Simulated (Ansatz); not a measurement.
Se: what symmetry allows forces and stress to be

```xyz
2
Lattice="0.0000 3.1467 3.1467 3.1467 0.0000 3.1467 2.8967 2.8967 0.2500" Properties=species:S:1:pos:R:3 pbc="T T T"
Se    3.1497    3.1497    3.1437
Se    4.4045    4.4045    5.0356
```

Computed with Ansatz 0.2.0, DFT PBE, scalar-relativistic, plane waves, PAW.

Plane waves to 420 eV, a k mesh through Γ of 12×12×12 on the computed 2-atom cell and Gaussian smearing (0.10 eV); no spin polarisation.

This distorted cell has space group R-3m, with 12 operations.

Without a calculation: in which directions can each atom feel a force?

A force must be left unchanged by every operation that keeps its atom in place, so it lies in the space that those operations leave fixed. Atoms that the group maps onto each other feel forces of one size.
```tsv
atom	site symmetry	operations at the site	equivalent to atom	allowed force (Cartesian)
Se1	3m	6	1	along (0.58, 0.58, -0.58)
Se2	3m	6	1	along (0.58, 0.58, -0.58)
```

That leaves 1 independent force component of 6. A relaxation in this cell that keeps the symmetry moves the atoms in these directions alone.

And the stress tensor?

It must be invariant under the point group, which leaves 2 independent components: xx = yy, xx = zz, yy = zz, yz = xz. Further linear relations between components hold in this frame.

Do the computed values obey this?

Yes. Forces (eV/Å):
```
Se1  0.061  0.061 -0.061
Se2 -0.061 -0.061  0.061
```

Stress (GPa, compression positive, xx yy zz yz xz xy): 4.51 4.51 4.51 -2.64 -2.64 2.64. The program imposes the same operations on density, forces and stress, so this confirms the analysis and is no independent test of the calculation.

Spin polarisation was left out, and a magnetic state may lie lower.

This diamond-type form isn't the element's structure at ambient conditions.